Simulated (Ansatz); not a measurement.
Fe (simple hexagonal type), DFT, PBE, PAW with Ansatz's default frozen-core files, scalar-relativistic (Ansatz 0.2.0), on 1 thread of Arm Neoverse V2 (shared host).

Command: `ansatz run input.yaml --threads 1 --pin off --max-ram 3072MiB --backend cpu --events-out ev --progress --plain --runs-dir out`

```yaml
crystal:
  lattice:
    - [2.0911317838, 0.0, 0.0]
    - [-1.0455658919, 1.8109732474, 0.0]
    - [0.0, 0.0, 2.0084128036]
  atoms:
    - { symbol: Fe, position: [0.0, 0.0, 0.0], spin: 2.5 }
magnetization:
  spin_polarized: true
kpoints:
  mp_grid: { grid: [18, 18, 16] }
scf:
  occupations: { method: fermi_dirac, width: 0.08 }
hamiltonian:
  xc: pbe
  pseudopotentials: { kind: paw }
output:
  forces: true
  stress: true
relax:
  f_tol: 0.005
  max_steps: 30
  cell: { stress_tol: 0.35, fix: [volume] }
```

Question: How large is the problem that the program sets up?

Answer: 333 irreducible k-points, 151 plane waves at Γ, 14 bands.

Question: About how long does it take?

Answer: 32 s of wall time for 44 SCF iterations over 4 geometries. Times on shared machines scatter by tens of per cent.
